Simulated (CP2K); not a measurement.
The system is As.

```xyz
2
Lattice="4.1310 0.0000 0.0000 2.4184 3.3491 0.0000 2.4184 1.2367 3.1124" Properties=species:S:1:pos:R:3 pbc="T T T"
As    2.0267    1.0364    0.7034
As    6.9411    3.5494    2.4090
```

```yaml
Program: CP2K 2026.2
Task: single point
Functional: PBE
Potentials_or_basis: POTENTIAL_UZH As GTH-PBE-q5; TZVP-MOLOPT-PBE-GTH basis
Density_cutoff: 6123 eV
k_mesh: 9 × 9 × 9
Occupations: fermi-dirac, width 0.05 eV
Spin: no spin polarisation
```

On this cell: pressure 4.4 GPa; largest force 0.524 eV/Å; band gap on the k mesh none (metal or under the smearing width).

The same run follows on a disturbed copy (atoms moved at random, drawn with an rms of 0.05 Å):

```xyz
2
Lattice="4.1310 0.0000 0.0000 2.4184 3.3491 0.0000 2.4184 1.2367 3.1124" Properties=species:S:1:pos:R:3 pbc="T T T"
As    1.9816    1.0406    0.7246
As    6.9368    3.5472    2.3907
```

What does the disturbed cell give?

The energy (extrapolated to zero smearing) moves by +10.9 meV/atom; pressure 5.0 GPa; largest force 0.821 eV/Å; band gap on the k mesh none (metal or under the smearing width).

Forces on the atoms (eV/Å):
```
As   0.781  0.243 -0.075
As  -0.781 -0.243  0.075
```

Stress tensor (GPa, compression positive):
```
 5.80  0.05 -1.16
 0.05  4.34 -1.09
-1.16 -1.09  4.97
```

Caveats: the basis of atomic orbitals isn't converged, which shifts pressures, moduli and gaps.
